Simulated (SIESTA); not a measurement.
# In: equation of state with PBE

In:

```
In
1.0
    -1.62547    1.62547    2.47370
     1.62547   -1.62547    2.47370
     1.62547    1.62547   -2.47370
In
1
Direct
  0.00000 0.00000 0.00000
```

* Program: SIESTA 5.4.2
* Task: equation of state
* Functional: PBE
* Potentials or basis: PseudoDojo 0.4 standard (PBE files)
* Basis: DZP (energy shift 0.003 Ry; two zetas on semicore shells)
* Grid cutoff: 500 Ry
* Energy shift: 0.003 Ry
* k mesh: 11 × 11 × 11
* Occupations: fermi-dirac, width 0.05 eV
* Spin: no spin polarisation

```json
{
  "Equilibrium volume": "27.55 Å³/atom",
  "Bulk modulus at fixed shape and positions": "42 GPa",
  "Pressure derivative of the bulk modulus": "3.7 (rough: it moves with the points fitted)"
}
```

Energy against volume, from the lowest point:
```
volume (Å³/atom)  energy (meV/atom)
          24.575              50.12
          25.098              33.14
          25.621              19.70
          26.144              10.03
          26.666               3.90
          27.189               0.65
          27.712               0.00
```

All runs of the series together: 4.5 min on 1 thread of Arm Neoverse V2, with other jobs on the host.

Caveat: the cell was scaled at fixed shape and fractional positions, which overstates the stiffness of a crystal with free parameters, most of all of layers and chains; the basis of atomic orbitals isn't converged, which shifts pressures, moduli and gaps.
